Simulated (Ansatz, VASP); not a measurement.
# ZnS in two plane-wave programs, part 2 of 2

Wanted: the spread between two codes on one cell, functional and k mesh. The cell is taken from a series of runs on this material, whose earlier steps may have relaxed, scaled, displaced or heated it; both programs get it as it stands.

VASP 6.6.1 and Ansatz 0.2.0.

So far: The starting structure; VASP: zone-centre phonons, LDA, pair 1; Ansatz: zone-centre phonons, LDA, pair 1.

### Step 4. Side by side

Known differences besides the potentials themselves: the two LDA forms differ slightly; fixed occupations in Ansatz, narrow Gaussian smearing in VASP; the cutoff is 420 eV in Ansatz and 500 eV in VASP; VASP's log shows a relativistic correction to its local exchange, Ansatz's none. Total energies have different zeros and are not compared.

Compared:

```
             quantity  Ansatz   VASP  difference
optical mode 1 (cm⁻¹)   287.7  289.8     -0.72 %
optical mode 2 (cm⁻¹)   288.3  290.4     -0.72 %
optical mode 3 (cm⁻¹)   290.2  292.3     -0.71 %
```

Modes are paired by rising frequency, not by their patterns, so a pair may set unlike modes beside each other; they are those without the splitting of longitudinal modes.

### Step 5. VASP: zone-centre phonons, LDA, pair 2

Second derivatives magnify differences that forces hide, and they need a tight electronic threshold. The cell compared in this pair holds 37.43 Å³, against 37.29 Å³ for the pair before.

The input, INCAR:

```
SYSTEM = ZnS
PREC = Accurate
ENCUT = 500
EDIFF = 1E-08
NELM = 120
ISMEAR = 0
SIGMA = 0.01
LREAL = .FALSE.
ALGO = Normal
GGA = CA
NBANDS = 15
LORBIT = 11
LWAVE = .FALSE.
LCHARG = .FALSE.
ISIF = 2
IBRION = 8
LASPH = .TRUE.
GGA_COMPAT = .FALSE.
EFERMI = MIDGAP
KPAR = 2
```

The input, POSCAR:

```
ZnS
1.0
    0.0258791524      2.6754457768      2.6146847255
    2.6754457768      0.0258791524      2.6146847255
    2.7013249292      2.7013249292      0.0000000000
S Zn
1 1
Direct
    0.9981828383      0.9981828383      0.0018171617
    0.7518171617      0.7518171617      0.7481828383
```

The input, KPOINTS:

```
Automatic mesh
0
Gamma
12 12 12
0 0 0
```

The projector-augmented-wave data sets are S and Zn (LDA family, release 64).

Command:

```console
> mpirun -np 2 vasp_std
```

Numbers of over 12 decimals in the logs are rounded to 6 here.

Output:

```text
[... set-up lines as in an earlier step ...]
 entering main loop
       N       E                     dE             d eps       ncg     rms          rms(c)
DAV:   1     0.797936307804E+02    0.79794E+02   -0.84263E+03  8400   0.140E+03
DAV:   2    -0.341705378564E+01   -0.83211E+02   -0.78097E+02  9408   0.264E+02
DAV:   3    -0.858634510347E+01   -0.51693E+01   -0.51427E+01 10430   0.633E+01
DAV:   4    -0.864003482480E+01   -0.53690E-01   -0.53670E-01 10045   0.667E+00
[...]
DAV:  11    -0.820367620200E+01    0.30438E-05   -0.99552E-06 13181   0.679E-02    0.397E-03
DAV:  12    -0.820367631064E+01   -0.10864E-06   -0.12234E-06 10094   0.114E-02    0.149E-03
DAV:  13    -0.820367631263E+01   -0.19911E-08   -0.52006E-08 10815   0.183E-03
   1 F= -.82036763E+01 E0= -.82036763E+01  d E =0.000000E+00
 Linear response reoptimize wavefunctions to high precision
DAV:   1    -0.820367631297E+01   -0.33492E-09   -0.26098E-09  9153   0.822E-04
DAV:   2    -0.820367631303E+01   -0.57071E-10   -0.56598E-10  6027   0.199E-04
 Linear response DOF=           4
 Linear response progress:
[...]
RMM:   6    -0.210112433301E+00   -0.45027E-05   -0.45844E-08 51237   0.145E-03    0.280E-04
RMM:   7    -0.210112893660E+00   -0.46036E-06   -0.11116E-08 51974   0.367E-04    0.125E-04
RMM:   8    -0.210112897750E+00   -0.40907E-08   -0.50071E-09 49807   0.158E-04    0.318E-05
 first order change of Fermi-energy  -0.17391E-04
 force on displaced ion       2 direction 1 :  -6.622   0.094   0.000
 Linear response progress:
  Degree of freedom:   4/  4
       N       E                     dE             d eps       ncg     rms          rms(c)
RMM:   1    -0.212355540290E+00   -0.21236E+00    0.13594E-03 11868   0.216E+00
RMM:   2    -0.210467015360E+00    0.18885E-02   -0.28733E-03 13407   0.458E-01    0.120E-01
RMM:   3    -0.210251262579E+00    0.21575E-03   -0.65442E-05 15886   0.669E-02    0.704E-02
RMM:   4    -0.209976577289E+00    0.27469E-03   -0.12741E-05 15624   0.266E-02    0.375E-03
[...]
RMM:   9    -0.209981310334E+00    0.14391E-06   -0.10721E-09 16620   0.563E-05    0.126E-05
RMM:  10    -0.209981267616E+00    0.42718E-07   -0.76989E-10 16260   0.263E-05    0.165E-06
RMM:  11    -0.209981266899E+00    0.71687E-09   -0.75419E-10 15363   0.132E-05    0.590E-07
 first order change of Fermi-energy  -0.31528E-01
 force on displaced ion       2 direction 3 :   0.000   0.000  -6.522
 Linear response finished
```

Parts of OUTCAR (step 5):

```text
  Total       -0.1737546     -0.1737546      0.0576776     -0.2334978      0.0000000      0.0000000
  in kB       -7.4378232     -7.4378232      2.4689775     -9.9952199      0.0000000      0.0000000
  external PRESSURE =      -4.1355563 kB  Pullay stress =       0.0000000 kB

 POSITION                                       TOTAL-FORCE (eV/Angst)
 -----------------------------------------------------------------------------------
      2.70132      2.70132      5.21987         0.000000      0.000000     -0.000601
      4.05199      4.05199      3.93153         0.000000      0.000000      0.000601
 -----------------------------------------------------------------------------------
    total drift:                                0.000002      0.000002     -0.000598

[... 1 part as in an earlier step ...]

[... 1 further part left out ...]
```

### Step 6. Ansatz: zone-centre phonons, LDA, pair 2

The same cell, functional (in two slightly different forms) and mesh now go to Ansatz, which takes its cutoff from its data sets.

The cell is taken from a series of runs on this material, whose earlier steps may have relaxed, scaled, displaced or heated it; both programs get it as it stands.

The input, input.yaml:

```yaml
crystal:
  lattice:
    - [0.0258791524, 2.6754457768, 2.6146847255]
    - [2.6754457768, 0.0258791524, 2.6146847255]
    - [2.7013249292, 2.7013249292, 0.0]
  atoms:
    - { symbol: S, position: [-0.0018171617, -0.0018171617, 0.0018171617] }
    - { symbol: Zn, position: [0.7518171617, 0.7518171617, 0.7481828383] }
kpoints:
  mp_grid: { grid: [12, 12, 12] }
hamiltonian:
  xc: lda
  pseudopotentials: { kind: paw, azcp: { folder: soft_1 }, xc_functional: pbe }
scf:
  occupations: { method: fixed }
output:
  eigenvalues: true
phonons:
  method: dfpt
```

Command:

```console
> ansatz run input.yaml --threads 4 --pin off --max-ram 10240MiB --backend cpu --events-out ev --progress --plain --runs-dir out
```

Output:

```text
[...]
Crystal: 2 atoms, lattice volume = 37.428 Å³
Basis set: ecut = 420 eV, 729 PW (Γ), exchange–correlation on 54×54×54 points (8 copies of the dense FFT grid, shifted against one another)
Bands: 13, of which v1, the nominal top of the filled ones, is band 9 counted from 1 (8 counted from 0)
Symmetry: 4 space group operations
k-points: 476 of 1728 (irreducible under 2 space group operations, time reversal used)
[...]
k-point 1: bands = [... 5 lower, 0.0332, 5.5137, 6.1353, 6.1414, 8.7715, 12.2305, 12.4827, 12.6260]
  k-point 2: bands = [... 5 lower, 0.0303, 4.3425, 5.9403, 5.9469, 9.4256, 12.3357, 12.8112, 12.8916]
  k-point 475: bands = [... 5 lower, 0.3000, 1.4088, 3.5576, 3.7727, 9.1447, 9.9463, 17.4358, 18.2448]
[...]
ASR residual: 2.184e-4 → 0.000e0 eV/Å²; symmetrization residual: 2.848e-6 eV/Å²
  ASR residual per site (eV/Å²): 8.36e-6 2.18e-4
  Γ frequencies (cm⁻¹): 0.00 0.00 0.00 284.71 285.29 289.88
[...]
[key lines of the parts left out:]
SCF converged after 9 iterations
Free energy (F): -4117.438020 eV
Fermi energy:    6.245775 eV
```

### Step 7. Differences

The two programs side by side:

```
             quantity  Ansatz   VASP  difference
optical mode 1 (cm⁻¹)   284.7  286.6     -0.67 %
optical mode 2 (cm⁻¹)   285.3  287.0     -0.58 %
optical mode 3 (cm⁻¹)   289.9  291.5     -0.56 %
```

Modes are paired by rising frequency, not by their patterns, so a pair may set unlike modes beside each other; they are those without the splitting of longitudinal modes.

### Step 8. Results

```
r.m.s. difference of the optical zone-centre modes, each program's sorted by frequency (zone-centre phonons, LDA, pair 1) : 2.1 cm⁻¹
difference in optical mode 2 (zone-centre phonons, LDA, pair 1)                                                           : -0.7 %
r.m.s. difference of the optical zone-centre modes, each program's sorted by frequency (zone-centre phonons, LDA, pair 2) : 1.7 cm⁻¹
difference in optical mode 1 (zone-centre phonons, LDA, pair 2)                                                           : -0.7 %
```

What this shows: The r.m.s. difference of the optical zone-centre modes, each program's sorted by frequency is 2.1 cm⁻¹ (zone-centre phonons, LDA, pair 1). Among the rows given in per cent, the largest difference of the zone-centre phonons, LDA, pair 1 pair is in optical mode 2, -0.7 %. Among the rows given in per cent, the largest difference of the zone-centre phonons, LDA, pair 2 pair is in optical mode 1, -0.7 %. How closely two codes agree says nothing of how well the functional describes the real material.

[Lines on the potential files, build, host, timing and source positions are cut from VASP's logs without a mark.]

[Logs are printed without paths, hosts, clocks, repeated set-up lines and the standing remarks that a program may print on its own settings, such as how far it seeks lower states.]

[Hosts, paths, dates, database ids (printed as entryN), source tags and the programs' standing remarks are cut or masked in the printed files.]
